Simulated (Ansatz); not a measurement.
CsBr:
```
CsBr
1.0
    4.38949     0.00000     0.00000
    0.00000     4.38949     0.00000
    0.00000     0.00000     4.38949
Cs Br
1 1
Direct
  0.00000   0.00000   0.00000
  0.50000   0.50000   0.50000
```

Relaxed with PBE. Special points in fractions of this cell's reciprocal vectors: Γ (0.000, 0.000, 0.000); X (0.000, 0.500, 0.000); M (0.500, 0.500, 0.000); R (0.500, 0.500, 0.500).

Question: List the band energies nearest the valence-band maximum at these points for PBE (plane waves, PAW; program Ansatz).

Answer: In eV from the valence-band maximum; about four levels below and three above (degenerate sets whole), none deeper than 8.9 eV; points with the same levels are listed once.

| k | below | above |
|---|---|---|
| Γ | -6.50 -6.50 -6.50 -0.02 -0.02 -0.02 | 4.25 4.98 4.98 |
| X | -6.42 -6.42 -1.19 -0.17 -0.17 | 5.90 6.96 7.37 |
| M | -6.37 -0.56 -0.56 0.00 | 5.22 5.45 7.15 7.15 |
| R | -6.84 -6.84 -6.84 -1.02 -1.02 -1.02 | 8.00 8.00 8.00 |

Space group Pm-3m (CsCl type). The PBE relaxation kept the symmetry of its start. Scalar-relativistic: spin–orbit coupling is off unless named, which matters more the heavier the elements.

Potentials: the later of the program's two PAW sets.
